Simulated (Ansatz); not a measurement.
Li:

```
Li
1.0
    -1.75465    1.75465    1.75465
     1.75465   -1.75465    1.75465
     1.75465    1.75465   -1.75465
Li
1
Direct
  0.00000 0.00000 0.00000
```

```yaml
Program: Ansatz 0.2.0
Task: relaxation of cell and atoms
Functional: PBE
Dispersion: D3(BJ)
Potentials_or_basis: all-electron LAPW, scalar-relativistic
Basis_error_allowed: 0.001 eV/atom
k_mesh: 11 × 11 × 11
Occupations: fermi-dirac, width 0.05 eV
Spin: no spin polarisation
```

At the start: volume 21.61 Å³/atom.

Task: How do energy, volume and symmetry change on relaxing?

Result: Over 5 steps the energy falls by 22.6 meV/atom and the volume is 18.38 Å³/atom (-15.0 %); space group Im-3m (No. 229, to 0.05 Å).

Step by step:
```
step  energy change (eV)  largest force (eV/Å)  volume (Å³)
   1              0.0000                0.0000        21.61
   2             -0.0145                0.0000        20.20
   3             -0.0222                0.0000        17.94
   4             -0.0226                0.0000        18.38
   5             -0.0226                0.0000        18.38
```

Final structure:
```xyz
1
Lattice="-1.6624 1.6624 1.6624 1.6624 -1.6624 1.6624 1.6624 1.6624 -1.6624" Properties=species:S:1:pos:R:3 pbc="T T T"
Li    0.0000    0.0000    0.0000
```

The cell as given is a measured one (21.61 Å³/atom); PBE+D3(BJ) puts the equilibrium volume -15.0 % from it, thermal expansion not counted.

Caveat: the volume moved by -15 % from the deposited cell, more than functionals usually miss.
